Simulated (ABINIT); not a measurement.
## The equilibrium volume of Si2W, sorted by core time

Symmetry: I4/mmm, No. 139, tetragonal system. Conventional cell: a = 3.214 Å, b = 3.214 Å, c = 7.830 Å, α = 90.00°, β = 90.00°, γ = 90.00°. Around W (site symmetry 4/mmm) lie 10 Si at 2.62 Å. Around Si (site symmetry 4mm) lie 5 Si at 2.59 to 2.63 Å and 5 W at 2.62 Å.

| rung | level | program and potentials | cutoff (eV) | k mesh | smearing | core time | chip | equilibrium volume (Å³/atom) | notes |
| --- | --- | --- | --- | --- | --- | --- | --- | --- | --- |
| GGA | WC | ABINIT, JTH PAW PBE v2.0 | 517 | 8 × 8 × 8 | fermi-dirac 0.05 | 5.5 min | Arm Neoverse V1 | 13.45 | potentials made for PBE |
| GGA | revPBE | ABINIT, JTH PAW PBE v2.0 | 517 | 8 × 8 × 8 | fermi-dirac 0.05 | 7.9 min | Arm Neoverse V1 | 13.80 | potentials made for PBE |
| GGA | AM05 | ABINIT, JTH PAW PBE v2.0 | 517 | 8 × 8 × 8 | fermi-dirac 0.05 | 8.7 min | Arm Neoverse V1 | 13.28 | potentials made for PBE |
| GGA | PW91 | ABINIT, JTH PAW PBE v2.0 | 517 | 8 × 8 × 8 | fermi-dirac 0.05 | 9.7 min | Arm Neoverse V1 | 13.73 | potentials made for PBE |
| LDA | LDA | ABINIT, JTH PAW LDA v2.0 | 435 | 12 × 12 × 12 | fermi-dirac 0.05 | 15 min | Intel Xeon Platinum 8375C Ice Lake | 13.15 | - |
| GGA | PBEsol | ABINIT, PseudoDojo NC SR PBEsol v0.4.1 standard | 1007 | 9 × 9 × 9 | fermi-dirac 0.05 | 15 min | Intel Xeon 6975P-C Granite Rapids | 13.37 | - |
| GGA | PBEsol | ABINIT, JTH PAW PBE v2.0 | 435 | 12 × 12 × 12 | fermi-dirac 0.05 | 15 min | Intel Xeon Platinum 8375C Ice Lake | 13.37 | potentials made for PBE |
| LDA | LDA | ABINIT, PseudoDojo NC SR LDA v0.4.1 standard | 952 | 9 × 9 × 9 | fermi-dirac 0.05 | 19 min | Arm Neoverse V2 | (a) | - |

Times are single runs on shared hosts and different chips, so they are rough; meshes, cutoffs and the tasks' sizes weigh on the time. Task: relaxation of cell and atoms. All rows: no spin polarisation. Smearing widths are in eV. For a metal such meshes aren't converged. Meshes differ between rows, which moves values too. Meshes are those of the run's cell of 3 atoms unless a note names another. Relaxations start from the cell shown or near it and stop with a little pressure left. Runs on faulty files, with rough fits or with known faults for this quantity aren't shown. No row holds spin-orbit coupling.

Problem. Estimate the value left out from the other rows.

Solution. (a) 13.12 Å³/atom.
